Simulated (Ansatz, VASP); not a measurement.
C in VASP and in Ansatz

```xyz
2
Lattice="1.2280 0.7090 3.3470 -1.2280 0.7090 3.3470 0.0000 -1.4180 3.3470" Properties=species:S:1:pos:R:3 pbc="T T T"
C     0.0000    0.0000    1.6467
C     0.0000    0.0000    8.3943
```

Alike in both runs: task electric field gradients; functional PBEsol; k mesh 17 × 17 × 17; occupations fermi-dirac, width 0.03 eV; no spin polarisation.

```csv
,VASP,Ansatz
version,VASP 6.6.1,Ansatz 0.2.0
potentials or method,"VASP PAW PBE potentials, release 64 (C), cutoff 520 eV","all-electron PAW with datasets made for the crystal, scalar-relativistic"
```

```tsv
	VASP	Ansatz	Ansatz less VASP
pressure (GPa)	1.8	1.1	-0.73
largest component of the traceless stress (GPa)	1.00	0.18	-0.812
rms of the force components (eV/Å)	0.502	0.505	+0.0028
Vzz of the field gradient on the site that differs most (V/Å²)	32.1	26.8	-5.32
```

Atom by atom the forces differ by 0.003 eV/Å (rms over components). Ansatz ran all-electron here, so the differences hold the error of VASP's frozen core and of both bases.

Caveats: the PAW data sets were made with another functional, which shifts forces and pressure a little (VASP).
